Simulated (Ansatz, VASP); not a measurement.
## One calculation of InP, two programs

```
CELL_PARAMETERS angstrom
0.00000 2.91355 2.91355
2.91355 0.00000 2.91355
2.91355 2.91355 0.00000
ATOMIC_POSITIONS crystal
In 0.00000 0.00000 0.00000
P 0.25000 0.25000 0.25000
```

Alike in both runs: functional LDA; k mesh 10 × 10 × 10; occupations gaussian, width 0.02 eV; no spin polarisation.

Ansatz relaxed the structure, and its values are those at the end. VASP's run is a single point on that final structure, the one shown.

|  | VASP | Ansatz |
| --- | --- | --- |
| version | VASP 6.6.1 | Ansatz 0.2.0 |
| potentials or method | VASP PAW LDA potentials, release 64 (In_d, P) | scalar-relativistic, plane waves, PAW |
| plane-wave cutoff (eV) | 520 | 420 |
| valence electrons in the cell | 18 | 18 |

|  | VASP | Ansatz | Ansatz less VASP |
| --- | --- | --- | --- |
| gap on the k mesh at the Fermi level (eV) | 0.60 | 0.58 | -0.028 |
| least direct gap on the mesh (eV) | 0.60 | 0.58 | -0.028 |
| pressure (GPa) | 0.0 | 0.0 | -0.05 |

Caveats: spin-orbit coupling is left out, which moves the levels of the heavy elements.
